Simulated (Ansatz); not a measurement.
## Ga under compression and expansion

```
CELL_PARAMETERS angstrom
2.71731 0.00000 0.00000
0.00000 2.71731 0.00000
0.00000 0.00000 2.71731
ATOMIC_POSITIONS crystal
Ga 0.00000 0.00000 0.00000
```

Conventional cell: a = 2.717 Å, b = 2.717 Å, c = 2.717 Å, α = 90.00°, β = 90.00°, γ = 90.00°. Ga (atom 1) is surrounded by 6 Ga at 2.72 Å.

The structure comes from a relaxation in the same program, started in the sc type, and has space group Pm-3m. Whether it is a known phase or the ground state wasn't checked.

All numbers are computed: DFT, PBE, all-electron LAPW, scalar-relativistic (Ansatz 0.2.0); DFT, PBE, PAW with Ansatz's default frozen-core files, scalar-relativistic (Ansatz 0.2.0).

For LAPW: a Γ-centred 16×16×16 k mesh, Fermi–Dirac smearing of 0.08 eV, basis error target 0.5 meV/atom, no spin polarisation. PAW takes a cutoff of 420 eV at this cell. The Ansatz runs share mesh, smearing and spin set-up. Plane-wave (PAW) pressures include the program's estimate of the Pulay term.

The cell above is scaled evenly, with fractional coordinates and shape held.

**Question.** Estimate the equilibrium volume and bulk modulus that all-electron LAPW gives for this fixed shape.

**Answer.** V0 = 20.08 Å³/atom, B0 = 47 GPa, B0′ = 6.3, from a third-order Birch–Murnaghan fit to these pressures:
```
V/V(cell)  V (Å³/atom)  P, LAPW (GPa)  P, PAW (GPa)  free energy over the lowest listed, PAW (meV/atom)
   0.9600       19.261           2.20          2.17                                                 5.2
   0.9800       19.663           1.04          1.01                                                 1.2
   1.0000       20.064           0.03          0.00                                                 0.0
   1.0200       20.465          -0.85         -0.87                                                 1.1
   1.0400       20.867          -1.59         -1.61                                                 4.2
```

PAW's V0 lies -0.05 % from the all-electron value and its B0 0.1 %. Symmetry fixes shape and coordinates here, so this is the relaxed modulus.
